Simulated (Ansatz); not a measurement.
# BN

The computed numbers are results of r²SCAN, scalar-relativistic (no spin polarisation) in the plane-wave PAW code Ansatz at 500 eV, Γ-centred 10×10×4 mesh, 0.05 eV Gaussian smearing; PAW files: Ansatz's generated set soft_2.

```xyz
4
Lattice="2.5010 0.0000 0.0000 -1.2505 2.1659 0.0000 0.0000 0.0000 6.8958" Properties=species:S:1:pos:R:3 pbc="T T T"
B     0.0000    1.4439    1.7239
B     1.2505    0.7220    5.1718
N     0.0000    1.4439    5.1718
N     1.2505    0.7220    1.7239
```

The chain of runs began from a cell as deposited in COD, expanded in volume. The relaxation kept the space group but changed the cell's proportions, one axis by 2 % at equal volume, so the results may not describe the measured structure. The database's entry of this formula in the relaxed cell's space group, P6_3/mmc, has axes of 2.540 × 2.540 × 6.598 Å and 9.22 Å³/atom (2007), the relaxed one 2.501 × 2.501 × 6.896 Å and 9.34.

The run above is the reference. The same cell was run again with other input settings; several of them aren't fit for production, so the rows show the settings' effect and aren't properties of the material.

| keys changed | outcome | ΔE (meV/atom) | P (GPa) | gap on the mesh (eV) | cell moment (μB) | largest force component (eV/Å) | SCF iterations | rough core-seconds | new warnings |
| --- | --- | --- | --- | --- | --- | --- | --- | --- | --- |
| none (reference) | converged | 0.0 | 0.0 | 4.88 | – | 0.000 | – | – | – |
| scf.initial_density.chi_scale: 0.1 | converged | 0.0 | 0.0 | 4.88 | – | 0.000 | 8 | 4 | – |
| scf.occupations.width: 0.05 → 0.01 | converged | 0.0 | 0.0 | 4.88 | – | 0.000 | 7 | 3 | – |

These changes also left energy (to 0.1 meV/atom), pressure, gap, moment and forces as in the reference: scf.occupations.width: 0.05 → null; scf.occupations.method: "gaussian" → "tetrahedron_uncorrected"; scf.mixing.algorithm: "broyden"; scf.mixing.beta: 0.9; scf.mixing.ndim: 16 | scf.lower_state_search: "full"; crystal.symmetry: {"detect": false}; scf.occupations.width: 0.05 → null; scf.occupations.method: "gaussian" → "tetrahedron" | basis.xc_grid: 1 | basis.xc_grid: 4.

ΔE is the energy with the smearing extrapolated to zero. It is left out where the change alters the Hamiltonian or the spin treatment. The varied runs start from atomic densities (corrected by the program's trained start where that serves), with the default search for lower states unless a row changes it.

Problem. What happens with these changes: basis.ecutwfc: 500 → "200 eV"; kpoints.mp_grid.grid: [10, 10, 4] → [15, 15, 6]; scf.n_extra_bands: 4?

Solution. outcome converged, ΔE (meV/atom) 2135.2, P (GPa) 9.2, gap on the mesh (eV) 4.80, largest force component (eV/Å) 0.000, SCF iterations 6, rough core-seconds 2.1, new warnings cutoff below recommended.

Changing scf.initial_density.chi_scale only steers the path to self-consistency, so the energy stays within 0.5 meV/atom.

2 further runs (cut off, refused for memory, with changed atoms or starts, or in doubt) are left out.

At this volume the pressure is -0.03 GPa.

Of the reference: Kohn–Sham gaps of semilocal functionals lie under measured ones, often by a third or more. The structure is built of weakly bound layers, and this functional has no dispersion term, so their spacing and all that hangs on it (volume, the soft elastic constants, low modes, dielectric constants) are poorly given.
